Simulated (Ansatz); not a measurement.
# W (Fm-3m) in Ansatz: settings compared

Aim: see how the results for W move with the level of theory and the settings. Levels: RPBE, revPBE. Tasks: band structure.

Program: Ansatz 0.2.0. These are calculated values, not measurements. Logs are shortened: lines on timing, memory, paths and dates and some standing lists are left out, and cuts for length are marked.

## (1) The crystal as given

The structure is cubic, space group Fm-3m (No. 225). Conventional cell: a = 4.060 Å, b = 4.060 Å, c = 4.060 Å, α = 90.00°, β = 90.00°, γ = 90.00°. W (site symmetry m-3m) is surrounded by 12 W at 2.87 Å.

This isn't the form of W at room conditions, which is bcc.

## (2) Band structure, RPBE

input.yaml

```yaml
crystal:
  lattice:
    - [0.0, 2.03, 2.03]
    - [2.03, 0.0, 2.03]
    - [2.03, 2.03, 0.0]
  atoms:
    - { symbol: W, position: [0.0, 0.0, 0.0] }
hamiltonian:
  xc: rpbe
  pseudopotentials: { kind: paw }
kpoints:
  mp_grid: { grid: [11, 11, 11] }
  band_path:
    path:
      - [[0.0, 0.0, 0.0], [0.5, 0.0, 0.5], [0.5, 0.25, 0.75], [0.375, 0.375, 0.75], [0.0, 0.0, 0.0], [0.5, 0.5, 0.5], [0.625, 0.25, 0.625], [0.5, 0.25, 0.75], [0.5, 0.5, 0.5], [0.375, 0.375, 0.75]]
      - [[0.625, 0.25, 0.625], [0.5, 0.0, 0.5]]
    npoints: 14
scf:
  occupations: { method: fermi_dirac, width: 0.05 }
  n_extra_bands: 6
output:
  forces: true
  stress: true
  eigenvalues: true
  fatbands: false
```

Potentials or basis: Ansatz PAW.

Run with:

```sh
$ ansatz run input.yaml --threads 2 --pin off --max-ram 5632MiB --backend cpu --events-out ev --progress --plain --runs-dir out
```

What it wrote:

```text
Warning: RAYON_NUM_THREADS=2 ignored (pool sized by the plan → 2); use --threads N
scf.n_extra_bands = 6 over 7 filled bands (N_el = 14.0): the run solves 13 bands
Engine: ansatz 0.2.0, aarch64-unknown-linux-gnu
Pseudopotentials: kind: paw
Pseudopotential: W, paw, valence charge 14, recommended cutoff 420 eV (normal), W.paw.azcp
Functional definition: RPBE
  parameter kappa = 0.804
  parameter beta = 0.06672455060314922
  exchange = rpbe_x(kappa = kappa, mu = beta*pi^2/3)
  correlation = pbe_c(beta = beta)
Crystal: 1 atoms, lattice volume = 16.731 Å³
Basis set: ecut = 420 eV, 331 PW (Γ), exchange–correlation on 40×40×40 points (8 copies of the dense FFT grid, shifted against one another)
Bands: 13, of which v1, the nominal top of the filled ones, is band 7 counted from 1 (6 counted from 0)
Symmetry: 48 space group operations
Space group: Fm-3m (ITA 225), of the structure as read, at distance tolerance 2.6e-5 Å
k-points: 56 of 1331
Non-local potential: W, projectors of the file, l = 0: 3, l = 1: 2, l = 2: 2, l = 3: 1
PAW form: soft (Blöchl's): semilocal exchange-correlation on the pseudo side does not see the compensation charge
PAW frozen core: W, regenerated for the run's functional, and the local potential with it (the file was generated under x = pbe(κ = 0.804, μ = 0.2195149727645171), c = pbe(β = 0.06672455060314922))
PAW one-centre angular grid: W, 590 points (default); XC on 64 Gauss nodes
Initial density: superposition of atomic densities (neutral atoms: chi_scale 0, normalization atom), corrected by the library's trained network
Initial wavefunctions: pseudopotential atomic-orbital guess
Functional: x = rpbe, c = pbe(β = 0.06672455060314922)
SCF iter   1: F=—  HF=-10397.089531 eV  |F-HF|=—  |Δ(HF+E_count)|=         —  Δρ=2.57e-3  dr2=9.52e-4  ethr=1.77e-3  ⟨swp⟩=5.1  Hψ=3713  notcnv=0  defer=17
preconditioner: auto → none  [metal: Δε(μ)=0.053 eV  Ē_g=11.806 eV  σ=0.050 eV  W_gap=0.26  n_scr=0 (ndim 8)  ℏωp=22.2 eV  f_vac=0.000  D(μ)=1.03/eV (n_scr^D=14)]
SCF iter   2: F=—  HF=-10397.088947 eV  |F-HF|=—  |Δ(HF+E_count)|=   5.84e-4  Δρ=7.17e-4  dr2=3.13e-5  ethr=6.80e-6  ⟨swp⟩=2.2  Hψ=1351  notcnv=0  defer=36
SCF iter   3: F=—  HF=-10397.088965 eV  |F-HF|=—  |Δ(HF+E_count)|=   1.76e-5  Δρ=2.94e-4  dr2=4.42e-6  ethr=2.24e-7  ⟨swp⟩=2.1  Hψ=925  notcnv=0  defer=36
iter 4 did not close the SCF: its close was put off for the readings that it lacked (scf_convergence_deferred on its scf_iter line)
SCF iter   4: F=-10397.088970 eV  HF=-10397.088970 eV  |F-HF|=1.35e-9  |Δ(HF+E_count)|=   4.74e-6  Δρ=1.03e-5  dr2=8.57e-9  ethr=3.16e-8  ⟨swp⟩=2.4  Hψ=834  notcnv=0  defer=36
iter 5 did not close the SCF: its close was put off for the readings that it lacked (scf_convergence_deferred on its scf_iter line)
SCF iter   5: F=-10397.088970 eV  HF=-10397.088970 eV  |F-HF|=2.18e-11  |Δ(HF+E_count)|=   2.68e-9  Δρ=3.10e-6  dr2=4.46e-10  ethr=6.12e-11  ⟨swp⟩=2.2  Hψ=962  notcnv=0  defer=36
SCF iter   6: F=-10397.088970 eV  HF=-10397.088970 eV  |F-HF|=3.64e-12  |Δ(HF+E_count)|=  4.91e-11  Δρ=4.02e-7  dr2=8.01e-12  ethr=3.18e-12  ⟨swp⟩=4.2  Hψ=2720  notcnv=0
SCF 1 converged in 6 iterations: F = -10397.088970 eV  dr2 = 8.01e-12
NSCF: frozen V_eff on 142 k-points
SCF converged after 6 iterations
Free energy (F): -10397.088970 eV
Harris-Foulkes:  -10397.088970 eV  (|F-HF|=3.64e-12)
Internal energy: -10397.080174 eV  (E = F + TS)
E sigma→0 (E₀):  -10397.084572 eV
Entropy (-TS):   -0.008796 eV (-8.796 meV/atom)
Fermi energy:    20.924286 eV
--- Per-component energies (eV) ---
  E_band       = -97.386738
  E_kinetic    = 448.273814
  E_local      = -636.702384  (includes V_loc(G=0)·N_el)
  E_nonlocal   = -0.146783
  E_hartree    = 226.405305
  E_xc         = -266.511788
  E_vxc        = -237.660235  (∫ρ·V_xc dr)
  E_paw        = -8574.785128  (= ΣΔE_a)
  E_vpaw       = -123.961743  (= ΣTr[D̂ρ^β])
  E_aug_tail   = -0.000053  (compensation charges beyond the density's cutoff)
  E_ewald      = -1593.595583
  E_core_change = -0.017574  (= ΣΔE_core)
  E_smearing   = -0.008796  (= −TS)
  E_closure    = 0.000000  (closes the sum)
  Σ components = -10397.088970   (vs F -10397.088970, Δ=0.00e0)
--- Forces (eV/Å), atoms counted from 1 ---
  atom   1  W      0.00000000     0.00000000     0.00000000
  max |Σ_I F_I| component: 2.47e-31 eV/Å
--- Stress (GPa, compression-positive) ---
       -1.398947       0.000000       0.000000
        0.000000      -1.398947      -0.000000
        0.000000      -0.000000      -1.398947
  P = ⅓ Tr σ = -1.3989 GPa (-13.989 kbar)
--- Band table (eV; the first three rows and the last of 56) ---
  k-point 0: bands = ["-52.7436", "-16.4360", "-16.4360", "-16.4360", "12.0222", "20.3763", "20.3763", "20.3763", "23.4303", "23.4303", "33.6395", "38.7581", "38.7581"]
  k-point 1: bands = ["-52.7359", "-16.5266", "-16.4477", "-16.4477", "12.3728", "20.1159", "20.5354", "20.5354", "23.2936", "23.2936", "34.3224", "37.4000", "39.4064"]
  k-point 2: bands = ["-52.7152", "-16.7645", "-16.4788", "-16.4788", "13.3195", "19.5974", "20.8173", "20.8173", "23.1840", "23.1840", "34.9820", "36.4921", "41.1937"]
  k-point 55: bands = ["-52.6149", "-17.1744", "-17.1167", "-16.8154", "17.2910", "18.4498", "19.3539", "22.3473", "26.2333", "29.8716", "31.4365", "32.5663", "36.0983"]
```

bands.tsv:

```text
# k_distance	band_0	band_1	band_2	band_3	band_4	band_5	band_6	band_7	band_8	band_9	band_10	band_11	band_12
# fermi_ev = 20.924286
# lock_threshold_ev = 1e-6
# [0, 0, 0] at k_distance = 0.000000
# [0.5, 0, 0.5] at k_distance = 1.547583
[... 153 lines left out ...]
9.777909	-73.538232	-38.352508	-37.773649	-37.741869	-5.242679	-4.308577	2.333973	4.563906	5.512548	6.304281	10.602833	12.004718	13.204569
9.816991	-73.538227	-38.358962	-37.763024	-37.745004	-5.293915	-4.354703	2.557883	4.696408	5.554014	6.029506	10.924987	11.803706	13.025023
9.856073	-73.538228	-38.363591	-37.755312	-37.747257	-5.331349	-4.387509	2.743328	4.796447	5.583788	5.807715	11.215334	11.654667	12.837661
9.895156	-73.538231	-38.366375	-37.750635	-37.748614	-5.354150	-4.407128	2.869167	4.858868	5.601715	5.660064	11.440004	11.562819	12.675196
9.934238	-73.538233	-38.367367	-37.749071	-37.749071	-5.361822	-4.413656	2.914218	4.880103	5.607691	5.607691	11.531733	11.531733	12.604222
```

Run time: 1 s. Hardware: 2 threads of Arm Neoverse V1, shared host; peak memory 0.26 GiB.

Results:

* Free energy: -10397.0890 eV
* Pressure: -1.4 GPa
* Band gap on the k mesh: none (metal or under the smearing width)

Levels at the corners of the path, in eV from the Fermi level:
```csv
point,band 4,band 5,band 6,band 7,band 8,band 9,band 10,band 11
Γ,-37.36,-8.90,-0.55,-0.55,-0.55,2.51,2.51,12.72
X,-37.75,-5.36,-4.41,2.91,4.88,5.61,5.61,11.53
W,-37.76,-3.65,-2.00,-2.00,1.26,5.62,9.96,10.47
K,-37.67,-4.25,-3.23,-0.16,2.57,4.53,7.50,10.10
Γ,-37.36,-8.90,-0.55,-0.55,-0.55,2.51,2.51,12.72
L,-37.50,-5.51,-0.76,-0.76,0.54,4.91,4.91,10.01
U,-37.67,-4.25,-3.23,-0.16,2.57,4.53,7.50,10.10
W,-37.76,-3.65,-2.00,-2.00,1.26,5.62,9.96,10.47
L,-37.50,-5.51,-0.76,-0.76,0.54,4.91,4.91,10.01
K,-37.67,-4.25,-3.23,-0.16,2.57,4.53,7.50,10.10
U,-37.67,-4.25,-3.23,-0.16,2.57,4.53,7.50,10.10
X,-37.75,-5.36,-4.41,2.91,4.88,5.61,5.61,11.53
```

Caveat: spin-orbit coupling is left out, which moves the levels of the heavy elements; the PAW data sets come from PBE, with cores solved anew for the run's functional, which leaves a small shift of forces and pressure.

## (3) Band structure, revPBE

input.yaml, as its differences from that of step 2:

```diff
@@ -8,3 +8,3 @@
 hamiltonian:
-  xc: rpbe
+  xc: revpbe
   pseudopotentials: { kind: paw }
@@ -25 +25,5 @@
   fatbands: false
+  write_density: true
+  write_potential: true
+  elf: true
+  volumetric_format: npy
```

Potentials or basis: Ansatz PAW.

Run with:

```sh
$ ansatz run input.yaml --threads 2 --pin off --max-ram 5632MiB --backend cpu --events-out ev --progress --plain --runs-dir out
```

It took 1.1 s on 2 threads of Arm Neoverse V1, shared host; peak memory 0.26 GiB.

The run converged. Its results:

```
Free energy            : -10393.4168 eV
Pressure               : -2.4 GPa
Band gap on the k mesh : none (metal or under the smearing width)
```

Levels at the corners of the path, in eV from the Fermi level:
```tsv
point	band 4	band 5	band 6	band 7	band 8	band 9	band 10	band 11
Γ	-37.35	-8.90	-0.55	-0.55	-0.55	2.50	2.50	12.73
X	-37.74	-5.36	-4.41	2.92	4.88	5.61	5.61	11.54
W	-37.76	-3.65	-1.99	-1.99	1.26	5.62	9.95	10.48
K	-37.66	-4.25	-3.22	-0.16	2.57	4.53	7.50	10.11
Γ	-37.35	-8.90	-0.55	-0.55	-0.55	2.50	2.50	12.73
L	-37.50	-5.51	-0.76	-0.76	0.55	4.91	4.91	10.01
U	-37.66	-4.25	-3.22	-0.16	2.57	4.53	7.50	10.11
W	-37.76	-3.65	-1.99	-1.99	1.26	5.62	9.95	10.48
L	-37.50	-5.51	-0.76	-0.76	0.55	4.91	4.91	10.01
K	-37.66	-4.25	-3.22	-0.16	2.57	4.53	7.50	10.11
U	-37.66	-4.25	-3.22	-0.16	2.57	4.53	7.50	10.11
X	-37.74	-5.36	-4.41	2.92	4.88	5.61	5.61	11.54
```

Caveat: spin-orbit coupling is left out, which moves the levels of the heavy elements; the PAW data sets come from PBE, with cores solved anew for the run's functional, which leaves a small shift of forces and pressure.
